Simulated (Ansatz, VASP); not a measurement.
# HgTe in VASP and in Ansatz

```
Hg Te
1.0
     0.00000    3.39671    3.12719
     3.39671    0.00000    3.12719
     3.39671    3.39671    0.00000
Hg Te
1 1
Direct
  0.00000 0.00000 0.00000
  0.25000 0.25000 0.25000
```

Change from the starting cell: epitaxial_xy strain +3.3%.

Alike in both runs: task single point; functional r2SCAN; k mesh 6 × 6 × 6; occupations fermi-dirac, width 0.02 eV; no spin polarisation.

```csv
,VASP,Ansatz
version,VASP 6.6.1,Ansatz 0.2.0
potentials or method,"VASP PAW PBE potentials, release 64 (Hg, Te)","plane waves, PAW"
plane-wave cutoff (eV),520,500
valence electrons in the cell,18,36
```

```tsv
	VASP	Ansatz	Ansatz less VASP
pressure (GPa)	-0.6	-0.7	-0.05
largest component of the traceless stress (GPa)	0.72	0.72	-0.002
```

The functional is the same, so the differences come from potentials, cutoffs and numerics. The two sets of potentials don't hold the same shells in valence.

Caveats: the PAW data sets were made with another functional, which shifts forces and pressure a little (VASP).
